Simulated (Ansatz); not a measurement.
# BaTiO3: the cost of one run

Computed with Ansatz 0.2.0 (DFT PBEsol, scalar-relativistic, plane waves, PAW, unless a step's input says otherwise).

2 further runs of the same task are left out: 1 that didn't finish, 1 set aside as unsound or not needed.

## 1. The structure to begin with

The structure is cubic, space group Pm-3m (No. 221). Conventional cell: a = 3.970 Å, b = 3.970 Å, c = 3.970 Å, α = 90.00°, β = 90.00°, γ = 90.00°. Ba (site symmetry m-3m) is surrounded by 12 O at 2.81 Å. Ti (site symmetry m-3m) is surrounded by 6 O at 1.98 Å. Around O (site symmetry 4/mmm) lie 2 Ti at 1.98 Å and 4 Ba at 2.81 Å.

Structure file:

```
Ba Ti O
1.0
     3.96987    0.00000    0.00000
     0.00000    3.96987    0.00000
     0.00000    0.00000    3.96987
Ba Ti O
1 1 3
Direct
  0.50000 0.50000 0.50000
  0.00000 0.00000 0.00000
  0.50000 0.00000 0.00000
  0.00000 0.50000 0.00000
  0.00000 0.00000 0.50000
```

It is the result of an earlier relaxation at this level (volume 12.51 Å³/atom; gap on the mesh: 1.82 eV).

## 2. The bulk in the plane's own cell

To let mesh errors cancel, the bulk is computed in a cell built on the (111) plane.

input.yaml reads:

```yaml
crystal:
  lattice:
    - [5.6142412921, 0.0, 0.0]
    - [-2.8071206461, 4.862075582, 0.0]
    - [0.0, 0.0, 6.8760132293]
  atoms:
    - { symbol: Ba, position: [0.3333333333, 0.6666666667, 0.1666666667] }
    - { symbol: Ba, position: [1.0, 1.0, 0.5] }
    - { symbol: Ba, position: [0.6666666667, 0.3333333333, 0.8333333333] }
    - { symbol: Ti, position: [0.0, 0.0, 0.0] }
    - { symbol: Ti, position: [0.6666666667, 0.3333333333, 0.3333333333] }
    - { symbol: Ti, position: [0.3333333333, 0.6666666667, 0.6666666667] }
    - { symbol: O, position: [0.8333333333, 0.1666666667, 0.1666666667] }
    - { symbol: O, position: [0.5, 0.5, 0.5] }
    - { symbol: O, position: [0.1666666667, 0.8333333333, 0.8333333333] }
    - { symbol: O, position: [0.8333333333, 0.6666666667, 0.1666666667] }
    - { symbol: O, position: [0.5, 1.0, 0.5] }
    - { symbol: O, position: [0.1666666667, 0.3333333333, 0.8333333333] }
    - { symbol: O, position: [0.3333333333, 0.1666666667, 0.1666666667] }
    - { symbol: O, position: [1.0, 0.5, 0.5] }
    - { symbol: O, position: [0.6666666667, 0.8333333333, 0.8333333333] }
basis:
  ecutwfc: 420
kpoints:
  mp_grid: { grid: [6, 6, 4] }
hamiltonian:
  xc: pbesol
scf:
  occupations: { method: gaussian, width: 0.05 }
output:
  forces: true
  stress: true
  eigenvalues: true
```

Command:

```
$ ansatz run input.yaml --threads 4 --pin off --max-ram 11264MiB --backend cpu --events-out ev --progress --plain --runs-dir out
```

Q: Estimate wall time and peak memory on 4 threads of AMD EPYC 9R45 (Zen 5), shared host.

About 2.2 s, with a peak of 0.85 GiB.
